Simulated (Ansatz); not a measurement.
# Pt: a line through a two-coordinate scan, part 2 of 2

How does the energy of Pt (P6_3/mmc, No. 194; 2 atoms in the cell) vary with volume per atom, at total spin moment of the cell, held fixed = 1.0 μB?

Ansatz 0.2.0; DFT LDA, scalar-relativistic, plane waves, PAW. Earlier steps stand in the parts before.

## (7) Grid point (14.85 Å³, 1.0 μB)

This is Pt in the hcp structure; at room conditions it is fcc.

input.yaml reads:

```yaml
crystal:
  lattice:
    - [2.7082945876, 0.0, 0.0]
    - [-1.3541472938, 2.3454519138, 0.0]
    - [0.0, 0.0, 4.6765103647]
  atoms:
    - { symbol: Pt, position: [0.6666666667, 0.3333333333, 0.75], spin: 0.5 }
    - { symbol: Pt, position: [0.3333333333, 0.6666666667, 0.25], spin: 0.5 }
basis:
  ecutwfc: 420
kpoints:
  mp_grid: { grid: [21, 21, 10] }
hamiltonian:
  xc: lda
  pseudopotentials: { kind: paw, azcp: { folder: soft_1 } }
scf:
  occupations: { method: gaussian, width: 0.15 }
  lower_state_search: "off"
output:
  forces: true
  stress: true
  eigenvalues: true
  populations: true
magnetization:
  spin_polarized: true
  initial_magnetization: 1.0
  spin_locking: { lock_magnetization: hard }
```

Command:

```
> ansatz run input.yaml --threads 2 --pin off --max-ram 4096MiB --backend cpu --events-out ev --progress --plain --runs-dir out
```

The log of the run, cut to the lines that bear on the results:

```text
Warning: <dir> the record states the generating functional pbe (its physics header spells it `PBE`), which answers neither for hamiltonian.xc's functional nor for the lda family's — results may be inconsistent (PPs are generated against a specific XC)
Warning: output.stress: scf.convergence.dr2_threshold = 1e-7 eV (the SCF's general default) is looser than the 2e-10 eV advised for a printed stress (1e-10 eV for each atom of the cell: 2). What an SCF threshold leaves in a stress goes as its square root, and in the free energy as the [...]
Warning: RAYON_NUM_THREADS=2 ignored (pool sized by the plan → 2); use --threads N
[...]
Pseudopotentials: kind: paw
Pseudopotential: Pt, paw, valence charge 18, recommended cutoff 420 eV (normal), <dir>
Functional definition: SPW92
[...]
Crystal: 2 atoms, lattice volume = 29.706 Å³
Basis set: ecut = 420 eV, 597 PW (Γ)
Bands: 23, of which v1, the nominal top of the filled ones, is band 18 counted from 1 (17 counted from 0)
Symmetry: 24 space group operations
Space group: P63/mmc (ITA 194), of the structure as read, at distance tolerance 3.1e-5 Å
[...]
Magnetization: 1.0000 μB (18.5000 up, 17.5000 down)
Absolute magnetization: 1.0033 μB (∫|ρ↑−ρ↓|, with the PAW one-centre terms)
Spin contamination: 0.0007 ħ² per cell (⟨S²⟩ above its minimum at these occupations)
Per-site moments (μB) at R_I (Å): [(0.4851791621246023, 1.117171517386548), (0.48517916212460227, 1.117171517386548)]
Free energy (F): -24492.374027 eV
[...]
E sigma→0 (E₀):  -24492.358857 eV
Entropy (-TS):   -0.030340 eV (-15.170 meV/atom)
Fermi energy:    23.525501 (↑ 23.681610, ↓ 23.369391) eV
[...]
--- Forces (eV/Å), atoms counted from 1 ---
  atom   1  Pt    -0.00000000    -0.00000000     0.00000000
  atom   2  Pt     0.00000000     0.00000000     0.00000000
[...]
--- Stress (GPa, compression-positive) ---
        3.041189       0.000000       0.000000
       -0.000000       3.041189       0.000000
        0.000000       0.000000      -1.896480
  P = ⅓ Tr σ = 1.3953 GPa (13.953 kbar)
--- Band table (eV; the first three rows and the last of 576) ---
[... band rows left out ...]
[...]
--- Löwdin populations: 2 sites ---
  site symbol       q [e]    m [muB]
     0     Pt     17.8472     0.5022
     1     Pt     17.8472     0.5022
  spilling = 0.008490 (of n_electrons = 36.000000)
```

Wall time 5.1 s (2 threads of Intel Xeon 6975P-C (Granite Rapids), shared host); peak memory 0.56 GiB.

## (8) Point (15.52 Å³, 1.0 μB)

input.yaml: that of step 7 with these lines changed.

```diff
@@ -2,5 +2,5 @@
   lattice:
-    - [2.7082945876, 0.0, 0.0]
-    - [-1.3541472938, 2.3454519138, 0.0]
-    - [0.0, 0.0, 4.6765103647]
+    - [2.7483013709, 0.0, 0.0]
+    - [-1.3741506854, 2.3800988044, 0.0]
+    - [0.0, 0.0, 4.7455915265]
   atoms:
```

Command:

```
> ansatz run input.yaml --threads 2 --pin off --max-ram 4096MiB --backend cpu --events-out ev --progress --plain --runs-dir out
```

The log of the run, cut to the lines that bear on the results:

```text
Warning: <dir> the record states the generating functional pbe (its physics header spells it `PBE`), which answers neither for hamiltonian.xc's functional nor for the lda family's — results may be inconsistent (PPs are generated against a specific XC)
Warning: output.stress: scf.convergence.dr2_threshold = 1e-7 eV (the SCF's general default) is looser than the 2e-10 eV advised for a printed stress (1e-10 eV for each atom of the cell: 2). What an SCF threshold leaves in a stress goes as its square root, and in the free energy as the [...]
Warning: RAYON_NUM_THREADS=2 ignored (pool sized by the plan → 2); use --threads N
[...]
[... 3 set-up lines as earlier in the session ...]
[...]
Crystal: 2 atoms, lattice volume = 31.042 Å³
Basis set: ecut = 420 eV, 597 PW (Γ)
Bands: 23, of which v1, the nominal top of the filled ones, is band 18 counted from 1 (17 counted from 0)
[... 2 set-up lines as earlier in the session ...]
[...]
Magnetization: 1.0000 μB (18.5000 up, 17.5000 down)
Absolute magnetization: 1.0046 μB (∫|ρ↑−ρ↓|, with the PAW one-centre terms)
Spin contamination: 0.0008 ħ² per cell (⟨S²⟩ above its minimum at these occupations)
Per-site moments (μB) at R_I (Å): [(0.48733529295002254, 1.133674315483152), (0.4873352929500224, 1.133674315483152)]
Free energy (F): -24492.333307 eV
[...]
E sigma→0 (E₀):  -24492.317192 eV
Entropy (-TS):   -0.032230 eV (-16.115 meV/atom)
Fermi energy:    22.168934 (↑ 22.305082, ↓ 22.032786) eV
[...]
--- Forces (eV/Å), atoms counted from 1 ---
  atom   1  Pt     0.00000000     0.00000000     0.00000000
  atom   2  Pt    -0.00000000     0.00000000    -0.00000000
[...]
--- Stress (GPa, compression-positive) ---
       -9.608478      -0.000000       0.000000
       -0.000000      -9.608478      -0.000000
        0.000000      -0.000000     -12.563034
  P = ⅓ Tr σ = -10.5933 GPa (-105.933 kbar)
--- Band table (eV; the first three rows and the last of 576) ---
[... band rows left out ...]
[...]
--- Löwdin populations: 2 sites ---
  site symbol       q [e]    m [muB]
     0     Pt     17.8509     0.5027
     1     Pt     17.8509     0.5027
  spilling = 0.008284 (of n_electrons = 36.000000)
```

It took 5.5 s on 2 threads of Intel Xeon 6975P-C (Granite Rapids), shared host; peak memory 0.58 GiB.

## (9) Point (16.19 Å³, 1.0 μB)

input.yaml: that of step 8 with these lines changed.

```diff
@@ -2,5 +2,5 @@
   lattice:
-    - [2.7483013709, 0.0, 0.0]
-    - [-1.3741506854, 2.3800988044, 0.0]
-    - [0.0, 0.0, 4.7455915265]
+    - [2.787233829, 0.0, 0.0]
+    - [-1.3936169145, 2.4138153022, 0.0]
+    - [0.0, 0.0, 4.8128176121]
   atoms:
```

Command:

```
> ansatz run input.yaml --threads 2 --pin off --max-ram 4096MiB --backend cpu --events-out ev --progress --plain --runs-dir out
```

The log of the run, cut to the lines that bear on the results:

```text
[...]
SCF converged after 7 iterations
Stability checked in part: among states of this total moment the steps that led to this state did not find it unstable. No probe was made; neither looks for a lower state of another moment (fixed_total_moment; see scf.lower_state_search)
Magnetization: 1.0000 μB (18.5000 up, 17.5000 down)
Absolute magnetization: 1.0060 μB (∫|ρ↑−ρ↓|, with the PAW one-centre terms)
Spin contamination: 0.0009 ħ² per cell (⟨S²⟩ above its minimum at these occupations)
Per-site moments (μB) at R_I (Å): [(0.4893115640930198, 1.1497339544621732), (0.48931156409301996, 1.1497339544621732)]
Free energy (F): -24492.205489 eV
[...]
E sigma→0 (E₀):  -24492.188425 eV
Entropy (-TS):   -0.034128 eV (-17.064 meV/atom)
Fermi energy:    20.924713 (↑ 21.043401, ↓ 20.806024) eV
[...]
--- Forces (eV/Å), atoms counted from 1 ---
  atom   1  Pt     0.00000000    -0.00000000     0.00000000
  atom   2  Pt     0.00000000     0.00000000     0.00000000
[...]
--- Stress (GPa, compression-positive) ---
      -19.119969       0.000000       0.000000
        0.000000     -19.119969       0.000000
        0.000000       0.000000     -20.495522
  P = ⅓ Tr σ = -19.5785 GPa (-195.785 kbar)
--- Band table (eV; the first three rows and the last of 576) ---
  k-point 0 ↑: bands = ["-77.6731", "-77.6559", "-31.8072", "-31.5921", "-31.5921", "-31.5544", "-31.5544", "-31.5040", "11.3137", "13.9397", "16.9549", "17.4680", "17.4680", "17.8237", "17.8237", "18.9658", "18.9658", "20.2218", "20.5131", "20.5131", "25.2522", "35.9889", "36.5922"]
[...]
--- Löwdin populations: 2 sites ---
  site symbol       q [e]    m [muB]
     0     Pt     17.8549     0.5032
     1     Pt     17.8549     0.5032
  spilling = 0.008064 (of n_electrons = 36.000000)
```

Wall time 5.9 s (2 threads of Intel Xeon 6975P-C (Granite Rapids), shared host); peak memory 0.59 GiB.

## (10) Grid point (16.86 Å³, 1.0 μB)

input.yaml: that of step 9 with these lines changed.

```diff
@@ -2,5 +2,5 @@
   lattice:
-    - [2.787233829, 0.0, 0.0]
-    - [-1.3936169145, 2.4138153022, 0.0]
-    - [0.0, 0.0, 4.8128176121]
+    - [2.8250521638, 0.0, 0.0]
+    - [-1.4125260819, 2.4465669409, 0.0]
+    - [0.0, 0.0, 4.8781199007]
   atoms:
```

Command:

```
> ansatz run input.yaml --threads 2 --pin off --max-ram 4096MiB --backend cpu --events-out ev --progress --plain --runs-dir out
```

The log of the run, cut to the lines that bear on the results:

```text
[...]
SCF converged after 8 iterations
Stability checked in part: among states of this total moment the steps that led to this state did not find it unstable. No probe was made; neither looks for a lower state of another moment (fixed_total_moment; see scf.lower_state_search)
an eigenvalue changed by more than its tolerance at an iteration that met the thresholds in force, so the SCF went on 1 time: the last check found none over its tolerance
Magnetization: 1.0000 μB (18.5000 up, 17.5000 down)
Absolute magnetization: 1.0076 μB (∫|ρ↑−ρ↓|, with the PAW one-centre terms)
Spin contamination: 0.0010 ħ² per cell (⟨S²⟩ above its minimum at these occupations)
Per-site moments (μB) at R_I (Å): [(0.49115350327317386, 1.16533401757536), (0.49115350327317364, 1.16533401757536)]
Free energy (F): -24492.013108 eV
[...]
E sigma→0 (E₀):  -24491.995109 eV
Entropy (-TS):   -0.035998 eV (-17.999 meV/atom)
Fermi energy:    19.783461 (↑ 19.886910, ↓ 19.680013) eV
[...]
--- Forces (eV/Å), atoms counted from 1 ---
  atom   1  Pt    -0.00000000    -0.00000000     0.00000000
  atom   2  Pt     0.00000000     0.00000000     0.00000000
[...]
--- Stress (GPa, compression-positive) ---
      -26.184459      -0.000000       0.000000
       -0.000000     -26.184459       0.000000
        0.000000       0.000000     -26.307760
  P = ⅓ Tr σ = -26.2256 GPa (-262.256 kbar)
--- Band table (eV; the first three rows and the last of 576) ---
  k-point 0 ↑: bands = ["-78.6833", "-78.6694", "-32.7874", "-32.6161", "-32.6161", "-32.5837", "-32.5837", "-32.5292", "10.5891", "13.1736", "16.0562", "16.5375", "16.5375", "16.8682", "16.8682", "17.9428", "17.9428", "19.2576", "19.3876", "19.3876", "23.8645", "34.8892", "35.4347"]
[...]
--- Löwdin populations: 2 sites ---
  site symbol       q [e]    m [muB]
     0     Pt     17.8590     0.5036
     1     Pt     17.8590     0.5036
  spilling = 0.007833 (of n_electrons = 36.000000)
```

Run time: 7.2 s. Hardware: 2 threads of Intel Xeon 6975P-C (Granite Rapids), shared host; peak memory 0.6 GiB.

## (11) What came out

The summary covers parts 1 to 2.

| volume per atom (Å³) | step | energy (meV/atom) | pressure (GPa) | absolute magnetic moment (μB per cell) |
| --- | --- | --- | --- | --- |
| 12.18 | 3 | 718 | 103 | 1.001 |
| 12.85 | 4 | 367 | 66 | 1.001 |
| 13.52 | 5 | 152 | 38 | 1.002 |
| 14.19 | 6 | 37 | 17 | 1.002 |
| 14.85 | 7 | 0 | 1 | 1.003 |
| 15.52 | 8 | 20 | −11 | 1.005 |
| 16.19 | 9 | 84 | −20 | 1.006 |
| 16.86 | 10 | 180 | −26 | 1.008 |
| 17.53 | – | 301 | −31 | 1.009 |

Energies count from the lowest point of the line. Rows without a step come from runs not printed here or follow by symmetry.

What this shows: Of the points computed the energy is lowest at 14.85 Å³. A parabola through the lowest point and its two neighbours puts the minimum at 14.952 Å³, with a curvature of about 130 meV/atom per (Å³)². The well is lopsided: two grid steps out, the energy rises by 152 meV/atom towards smaller values and 84 meV/atom towards larger ones. The highest point computed, at 12.18 Å³, lies 718 meV/atom above the lowest. This is one cut through a surface in two coordinates; the map's lowest point lies off it. The runs treat Pt without spin-orbit coupling.
